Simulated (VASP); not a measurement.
CuCl (Nantokite):

```xyz
2
Lattice="0.0000 2.6498 2.6498 2.6498 0.0000 2.6498 2.6498 2.6498 0.0000" Properties=species:S:1:pos:R:3 pbc="T T T"
Cu    0.0000    0.0000    0.0000
Cl    1.3249    1.3249    1.3249
```

Base run:

```yaml
Program: VASP 6.6.1
Functional: r2SCAN
Potentials_or_basis: VASP PAW PBE potentials, release 64 (Cu, Cl)
Cutoff: 520 eV
k_mesh: 10 × 10 × 10
Occupations: gaussian, width 0.03 eV
Spin: no spin polarisation
```

Its results: band gap on the k mesh 1.03 eV, direct; pressure 2.1 GPa.

Task: The run is repeated on the same cell with these changes: functional from r2SCAN to PBE. What comes out?

Result: Band gap on the k mesh 0.67 eV, direct; pressure 4.2 GPa.

r2SCAN gives the wider gap, since meta-GGAs in the generalised Kohn-Sham scheme recover part of the derivative discontinuity.

Caveats: the PAW data sets were made with another functional, which shifts forces and pressure a little (some runs).
